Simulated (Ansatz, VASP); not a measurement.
## KF (Carobbiite): VASP beside Ansatz

One calculation is typed for both programs; each brings its own data sets and cutoff. How far apart do they land? The cell is taken from a series of VASP runs on this material, whose earlier steps may have relaxed, scaled or displaced it; both programs get it as it stands.

Program: Ansatz 0.2.0. Level of theory: plane waves, with VASP 6.6.1 beside it; band structure at HSE06. Results are calculated unless marked as measured.

### 1. Set-up

Symmetry: Fm-3m, No. 225, cubic system. Conventional cell: a = 5.347 Å, b = 5.347 Å, c = 5.347 Å, α = 90.00°, β = 90.00°, γ = 90.00°. Nearest to K lie 6 F at 2.67 Å. F has 6 K at 2.67 Å nearest. Farther neighbours and most contacts between anions are not listed.

### 2. VASP: band structure, HSE06

Levels along a path test the potential and the projectors away from the mesh points.

Lines of VASP's logs that name or quote its potential files are left out, and so is its time.

The run reads the wave functions of an earlier VASP run, which isn't shown here.

File INCAR:

```
SYSTEM = KF
PREC = Accurate
ENCUT = 460
EDIFF = 1E-06
NELM = 100
ISMEAR = 0
SIGMA = 0.03
LREAL = .FALSE.
ALGO = Normal
LHFCALC = .TRUE.
AEXX = 0.25
GGA = PE
HFSCREEN = 0.2
LASPH = .TRUE.
NBANDS = 14
PRECFOCK = Fast
LORBIT = 11
LWAVE = .FALSE.
LCHARG = .FALSE.
KPAR = 4
```

File POSCAR:

```
KF
1.0
    0.0000000000      2.6735000000      2.6735000000
    2.6735000000      0.0000000000      2.6735000000
    2.6735000000      2.6735000000      0.0000000000
K F
1 1
Direct
    0.0000000000      0.0000000000      0.0000000000
    0.5000000000      0.5000000000      0.5000000000
```

File KPOINTS:

```
Automatic mesh
0
Gamma
5 5 5
0 0 0
```

File KPOINTS_OPT:

```
Line mode
10
Line-mode
Reciprocal
  0.00000000   0.00000000   0.00000000 GAMMA
  0.50000000   0.00000000   0.50000000 X

  0.50000000   0.00000000   0.50000000 X
  0.50000000   0.25000000   0.75000000 W

  0.50000000   0.25000000   0.75000000 W
  0.37500000   0.37500000   0.75000000 K

  0.37500000   0.37500000   0.75000000 K
  0.00000000   0.00000000   0.00000000 GAMMA

  0.00000000   0.00000000   0.00000000 GAMMA
  0.50000000   0.50000000   0.50000000 L

  0.50000000   0.50000000   0.50000000 L
  0.62500000   0.25000000   0.62500000 U

  0.62500000   0.25000000   0.62500000 U
  0.50000000   0.25000000   0.75000000 W

  0.50000000   0.25000000   0.75000000 W
  0.50000000   0.50000000   0.50000000 L

  0.50000000   0.50000000   0.50000000 L
  0.37500000   0.37500000   0.75000000 K

  0.62500000   0.25000000   0.62500000 U
  0.50000000   0.00000000   0.50000000 X
```

PAW data sets: K_sv and F (PBE family, release 64).

The run is started by

```console
$ mpirun -np 4 vasp_std
```

Numbers of over 12 decimals in the logs are rounded to 6 here.

Output:

```text
[banner, memory and clock lines left out]
running    4 mpi-ranks, on    1 nodes
 distrk:  each k-point on    1 cores,    4 groups
 distr:  one band on    1 cores,    1 groups

 POSCAR found type information on POSCAR K F
 POSCAR found :  2 types and       2 ions
 LDA part: xc-table for (Slater+PW92), standard interpolation
 found WAVECAR, reading the header
 POSCAR, INCAR and KPOINTS ok, starting setup
 FFT: planning ... GRIDC
 FFT: planning ... GRID_SOFT
 FFT: planning ... GRID
 reading WAVECAR
 the WAVECAR file was read successfully
 initial charge from wavefunction
 entering main loop
       N       E                     dE             d eps       ncg     rms          rms(c)
DAV:   1    -0.100245775732E+02   -0.10025E+02   -0.60850E-01   280   0.912E+00    0.253E+00
DAV:   2    -0.998929722045E+01    0.35280E-01   -0.65178E-02   280   0.247E+00    0.128E+00
DAV:   3    -0.998855266433E+01    0.74456E-03   -0.20111E-02   292   0.106E+00    0.781E-01
DAV:   4    -0.998830334182E+01    0.24932E-03   -0.62933E-04   364   0.258E-01    0.508E-01
DAV:   5    -0.998804771374E+01    0.25563E-03   -0.56934E-04   328   0.231E-01    0.324E-01
DAV:   6    -0.998801647953E+01    0.31234E-04   -0.54517E-05   396   0.756E-02    0.198E-01
DAV:   7    -0.998800141592E+01    0.15064E-04   -0.12783E-05   308   0.318E-02    0.117E-01
DAV:   8    -0.998799995740E+01    0.14585E-05   -0.47501E-06   280   0.206E-02    0.697E-02
DAV:   9    -0.998800047965E+01   -0.52225E-06   -0.14796E-06   264   0.131E-02
   1 F= -.99880005E+01 E0= -.99880005E+01  d E =-.147644E-21
 Start KPOINTS_OPT (optional k-point list driver)
k-point batch [1-10\100]
       N       E                     dE             ncg
DAV:   1    -0.880134801836E+03   -0.37259E+04      280
DAV:   2    -0.217446545097E+04   -0.12943E+04      376
DAV:   3    -0.224834917637E+04   -0.73884E+02      316
DAV:   4    -0.225050240316E+04   -0.21532E+01      432
DAV:   5    -0.225053590613E+04   -0.33503E-01      334
DAV:   6    -0.225053651377E+04   -0.60764E-03      426
DAV:   7    -0.225053652908E+04   -0.15314E-04      320
DAV:   8    -0.225053652923E+04   -0.14637E-06      176
[...]
k-point batch [91-100\100]
       N       E                     dE             ncg
DAV:   1    -0.109501207952E+04   -0.69929E+04      280
DAV:   2    -0.220542886010E+04   -0.11104E+04      346
DAV:   3    -0.226062475173E+04   -0.55196E+02      398
DAV:   4    -0.226207745766E+04   -0.14527E+01      438
DAV:   5    -0.226210558444E+04   -0.28127E-01      412
DAV:   6    -0.226210619861E+04   -0.61417E-03      432
DAV:   7    -0.226210621444E+04   -0.15833E-04      364
DAV:   8    -0.226210621468E+04   -0.23696E-06      278
```

Parts of OUTCAR (step 2):

```text
ion  position               nearest neighbor table
   1  0.000  0.000  0.000-   2 2.67   2 2.67   2 2.67   2 2.67   2 2.67   2 2.67
   2  0.500  0.500  0.500-   1 2.67   1 2.67   1 2.67   1 2.67   1 2.67   1 2.67

  LATTYP: Found a face centered cubic cell.
 ALAT       =     5.3470000000

 Subroutine GETGRP returns: Found 48 space group operations
 (whereof 48 operations were pure point group operations)

The static configuration has the point symmetry O_h .

 Found     10 irreducible k-points:

   k-points           NKPTS =     10   k-points in BZ     NKDIM =    125   number of bands    NBANDS=     14

   dimension x,y,z NGX =    28 NGY =   28 NGZ =   28
   dimension x,y,z NGXF=    56 NGYF=   56 NGZF=   56

   ENCUT  =  460.0 eV  33.81 Ry    5.81 a.u.   6.61  6.61  6.61*2*pi/ulx,y,z

   NELECT =      16.0000    total number of electrons

 k-points in reciprocal lattice and weights: Automatic mesh
   0.00000000  0.00000000  0.00000000       0.008
   0.20000000  0.00000000  0.00000000       0.064
   0.40000000  0.00000000  0.00000000       0.064
   0.20000000  0.20000000  0.00000000       0.048
   0.40000000  0.20000000  0.00000000       0.192
  -0.40000000  0.20000000  0.00000000       0.192
  -0.20000000  0.20000000  0.00000000       0.096
   0.40000000  0.40000000  0.00000000       0.048
  -0.40000000  0.40000000  0.00000000       0.096
  -0.40000000  0.40000000  0.20000000       0.192

  exchange ACFDT corr.  =         0.00000000  see jH, gK, PRB 81, 115126

 average (electrostatic) potential at core
       1 -31.3671       2 -70.6403

 E-fermi :  -4.2209

 k-point     1 :       0.0000    0.0000    0.0000
  band No.  band energies     occupation
    ...
      4     -13.9531      2.00000
      5     -13.9531      2.00000
      6      -4.4164      2.00000
      7      -4.4164      2.00000
      8      -4.4163      2.00000
      9       3.7622      0.00000
     10       8.6200      0.00000
     11       8.6200      0.00000
     12       8.6200      0.00000
     13      10.4586      0.00000
    ...

 k-point     2 :       0.2000    0.0000    0.0000
  band No.  band energies     occupation
    ...
      4     -13.9642      2.00000
      5     -13.9642      2.00000
      6      -4.7178      2.00000
      7      -4.5396      2.00000
      8      -4.5395      2.00000
      9       4.8089      0.00000
     10       8.0464      0.00000
     11       9.1577      0.00000
     12       9.1577      0.00000
     13      10.8563      0.00000
    ...

 k-point     3 :       0.4000    0.0000    0.0000
  band No.  band energies     occupation
    ...
      4     -13.9817      2.00000
      5     -13.9817      2.00000
      6      -5.1334      2.00000
      7      -4.7321      2.00000
      8      -4.7320      2.00000
      9       6.5881      0.00000
     10       8.0058      0.00000
     11      10.0208      0.00000
     12      10.0208      0.00000
     13      12.1374      0.00000
    ...

  energy-cutoff  :      460.00
  volume of cell :       38.22
      direct lattice vectors                 reciprocal lattice vectors
     0.000000000  2.673500000  2.673500000    -0.187020759  0.187020759  0.187020759
     2.673500000  0.000000000  2.673500000     0.187020759 -0.187020759  0.187020759
     2.673500000  2.673500000  0.000000000     0.187020759  0.187020759 -0.187020759

 POSITION                                       TOTAL-FORCE (eV/Angst)
 -----------------------------------------------------------------------------------
      0.00000      0.00000      0.00000        -0.000000     -0.000000     -0.000000
      2.67350      2.67350      2.67350         0.000000      0.000000      0.000000
 -----------------------------------------------------------------------------------
    total drift:                                0.000000     -0.000000      0.000000

  FREE ENERGIE OF THE ION-ELECTRON SYSTEM (eV)
  ---------------------------------------------------
  free  energy   TOTEN  =        -9.9880004797 eV

  energy  without entropy=       -9.9880004797  energy(sigma->0) =       -9.98800048

 total charge
# of ion       s       p       d       tot
------------------------------------------
    1        1.959   5.635   0.025   7.618
    2        1.748   4.393   0.000   6.141
--------------------------------------------------
tot          3.707  10.028   0.025  13.759

[... 3 further parts left out ...]
```

[end of part 1 of 2]

[Lines on the potential files, build, host, timing and source positions are cut from VASP's logs without a mark.]

[Logs are printed without paths, hosts, clocks, repeated set-up lines and the standing remarks that a program may print on its own settings, such as how far it seeks lower states.]

[Hosts, paths, dates, database ids (printed as entryN), source tags and the programs' standing remarks are cut or masked in the printed files.]
